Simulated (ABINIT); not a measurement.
The system is GaP.

```
Ga P
1.0
     0.00000    2.72525    2.72525
     2.72525    0.00000    2.72525
     2.72525    2.72525    0.00000
Ga P
1 1
Direct
  0.00000 0.00000 0.00000
  0.75000 0.75000 0.75000
```

Base run:

```yaml
Program: ABINIT 10.8.3 (patched build)
Functional: PBE-EpsX
Potentials_or_basis: SPMS NC PBE v1.0
Cutoff: 816 eV
k_mesh: 6 × 6 × 6
Occupations: fixed
Spin: no spin polarisation
```

Its results: band gap on the k mesh 2.19 eV, indirect (least direct gap 2.44 eV).

**Question.** The run is repeated on the same cell with these changes: functional from PBE-EpsX to PBE0; potentials or basis from SPMS NC PBE v1.0 to PseudoDojo NC SR PBE v0.4.1 standard; cutoff from 816 eV to 1088 eV. What comes out?

**Answer.** Band gap on the k mesh 3.17 eV, indirect (least direct gap 3.57 eV).

Caveats: exact exchange is summed on a coarse mesh, which widens gaps by tenths of an eV.

A k mesh can miss the band edges.
